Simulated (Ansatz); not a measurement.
Crystal: Ir.

```
Ir
1.0
     0.00000    1.91560    1.91560
     1.91560    0.00000    1.91560
     1.91560    1.91560    0.00000
Ir
1
Direct
  0.00000 0.00000 0.00000
```

Program: Ansatz 0.2.0. Alike in all runs: potentials or basis Ansatz PAW; cell as given; cutoff (eV) 420. Hardware: 1 thread of Arm Neoverse V2 (shared host).

Question: Order these runs on this cell by their wall time, lowest first.
A. task projected density of states; level PBEsol+D4+U; spin SOC, no magnetisation; U Ir d U = 4 eV; k mesh 12 × 12 × 12; smearing tetrahedron; hubbard projectors atomic; double counting amf
B. task single point; level PBE; spin off; k mesh 12 × 12 × 12; smearing fermi-dirac 0.05 eV
C. task density of states; level PBE; spin SOC, no magnetisation; k mesh 9 × 9 × 9; smearing gaussian 0.025 eV

Answer: B (1.4 s), C (5.4 s), A (13 s).

Caveats: U without spin polarisation on a metal has little footing (some runs); the U is typed as a test and isn't derived for this compound (some runs); with tetrahedron occupations forces and stress needn't match the slope of the energy (some runs).
